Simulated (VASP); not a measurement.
# GaN: molecular dynamics at constant energy

GaN, P6_3mc (no. 186), 8 atoms in the cell. PBE, molecular dynamics; PAW potentials Ga, N (PBE set).

Ensemble: NVE; Starting temperature (K): 1600.

## Input

INCAR:
```
  ALGO = Normal
  EDIFF = 1E-6
  ENCUT = 400
  GGA = PE
  IBRION = 0
  ISIF = 2
  ISMEAR = 0
  ISYM = 0
  KPAR = 2
  LASPH = True
  LCHARG = False
  LREAL = Auto
  LWAVE = False
  MDALGO = 2
  NELM = 60
  NELMIN = 4
  NSW = 60
  POTIM = 1.0
  PREC = Normal
  RANDOM_SEED = 643386 0 0
  SIGMA = 0.05
  SMASS = -3
  TEBEG = 1600
```

KPOINTS:
```
k-points
0
Gamma
  3 2 2
```

POSCAR:
```
GaN
1.0
    3.1800000000      0.0000000000      0.0000000000
    0.0000000000      5.5079215680      0.0000000000
    0.0000000000      0.0000000000      5.1660000000
Ga N
4 4
Direct
    0.5000000000      0.1666666666      0.5000000000
    0.0000000001      0.6666666666      0.5000000000
    0.0000000000      0.3333333333      0.0000000000
    0.4999999999      0.8333333333      0.0000000000
    0.5000000000      0.1666666666      0.8750000000
    0.0000000001      0.6666666666      0.8750000000
    0.0000000000      0.3333333333      0.3750000000
    0.4999999999      0.8333333333      0.3750000000
```

Commands:
```
cat potpaw_PBE.64/Ga/POTCAR potpaw_PBE.64/N/POTCAR > POTCAR
mpirun -np 2 vasp_std > vasp.out
```

## Result

- Rise of the mean potential energy above the start (meV/atom): 88.1
- Mean temperature (K): 821
- Standard error of the mean temperature (K): 113
- Relative fluctuation of the kinetic energy: 0.400
- Canonical value of that fluctuation: 0.309
- Electronic steps per ionic step after the first: 4.2

Course of the run:

| Time (fs) | Temperature (K) | Potential energy less the first (meV/atom) |
|---|---|---|
| 1 | 1599 | 0.0 |
| 6 | 1194 | 45.9 |
| 10 | 634 | 109.5 |
| 15 | 409 | 135.0 |
| 19 | 714 | 100.4 |
| 24 | 1145 | 51.4 |
| 28 | 1176 | 47.9 |
| 33 | 868 | 82.8 |
| 37 | 571 | 116.5 |
| 42 | 348 | 141.8 |
| 46 | 463 | 128.7 |
| 51 | 853 | 84.4 |
| 55 | 968 | 71.4 |
| 60 | 770 | 93.9 |

The mean temperature lies below the starting 1600 K, since the atoms start on their sites and part of their kinetic energy turns into potential energy.

REPORT:
```
MDALGO =   2
               SCALING =       0
                 CNEXP =     9.000   14.000
           RANDOM_SEED =            643386                0                0

   original number of atomic DOF:         21
   number of independent constraints:      0
   number of active DOF:                  21

========================================
         MD step No.       1
========================================

  Atomic velocities initialized by STEP_tb

  >Energies
                    E_tot             E_pot             E_kin               EPS                ES
   e_b>   -0.46782574E+02   -0.48229158E+02    0.14465837E+01    0.00000000E+00    0.00000000E+00

  >Temperature
               T_sim     T_inst
   tmprt>   1600.000   1598.743

  >Thermostat:
           s(n+1) sdot(n+1)      s(n)   sdot(n)        Qs
   s_b>   0.00000   0.00000   0.00000   0.00000  -3.00000

           RANDOM_SEED =            643386               48                0

[... steps left out ...]

========================================
         MD step No.      60
========================================

  >Energies
                    E_tot             E_pot             E_kin               EPS                ES
   e_b>   -0.46781106E+02   -0.47477634E+02    0.69652816E+00    0.00000000E+00    0.00000000E+00

  >Temperature
               T_sim     T_inst
   tmprt>   1600.000    769.793

  >Thermostat:
           s(n+1) sdot(n+1)      s(n)   sdot(n)        Qs
   s_b>   0.00000   0.00000   0.00000   0.00000  -3.00000

           RANDOM_SEED =            643386               48                0
```

OSZICAR:
```
N       E                     dE             d eps       ncg     rms          rms(c)
DAV:   1     0.130474544679E+03    0.13047E+03   -0.13149E+04   336   0.111E+03
DAV:   2    -0.468994329627E+02   -0.17737E+03   -0.16922E+03   464   0.241E+02
DAV:   3    -0.566188848095E+02   -0.97195E+01   -0.96565E+01   416   0.626E+01
DAV:   4    -0.567637811464E+02   -0.14490E+00   -0.14456E+00   430   0.773E+00
DAV:   5    -0.567671916294E+02   -0.34105E-02   -0.34091E-02   411   0.109E+00    0.189E+01
DAV:   6    -0.484148620126E+02    0.83523E+01   -0.38169E+01   401   0.324E+01    0.780E+00
DAV:   7    -0.483411605509E+02    0.73701E-01   -0.15651E+00   391   0.710E+00    0.444E+00
DAV:   8    -0.482330470565E+02    0.10811E+00   -0.93441E-02   386   0.237E+00    0.774E-01
DAV:   9    -0.482282265262E+02    0.48205E-02   -0.12647E-02   443   0.727E-01    0.220E-01
DAV:  10    -0.482292849351E+02   -0.10584E-02   -0.38241E-03   405   0.335E-01    0.907E-02
DAV:  11    -0.482291585873E+02    0.12635E-03   -0.11488E-03   411   0.181E-01    0.180E-02
DAV:  12    -0.482291572707E+02    0.13166E-05   -0.54599E-05   376   0.488E-02    0.447E-03
[... left out ...]
     58 T=   875. E= -.46781514E+02 F= -.47572924E+02 E0= -.47572924E+02  EK= 0.79141E+00 SP= 0.00E+00 SK= 0.00E+00
     59 T=   824. E= -.46781297E+02 F= -.47526919E+02 E0= -.47526919E+02  EK= 0.74562E+00 SP= 0.00E+00 SK= 0.00E+00
[... last step whole ...]
       N       E                     dE             d eps       ncg     rms          rms(c)
DAV:   1    -0.474775479352E+02    0.49371E-01   -0.30362E-04   434   0.204E+00    0.178E-02
DAV:   2    -0.474776343690E+02   -0.86434E-04   -0.87903E-04   356   0.263E-01    0.120E-02
DAV:   3    -0.474776341544E+02    0.21465E-06   -0.64856E-06   406   0.163E-02    0.844E-03
DAV:   4    -0.474776336948E+02    0.45952E-06   -0.10174E-06   248   0.769E-03
     60 T=   770. E= -.46781106E+02 F= -.47477634E+02 E0= -.47477634E+02  EK= 0.69653E+00 SP= 0.00E+00 SK= 0.00E+00
```

Limits: 60 fs of 8 atoms are too short for converged averages; the cell is only 3.2 Å across, so each atom moves in step with near copies of itself.

VASP 6.6.1 took 204 s on 2 cores (AMD EPYC 7R43 (Zen 3)), a shared host.
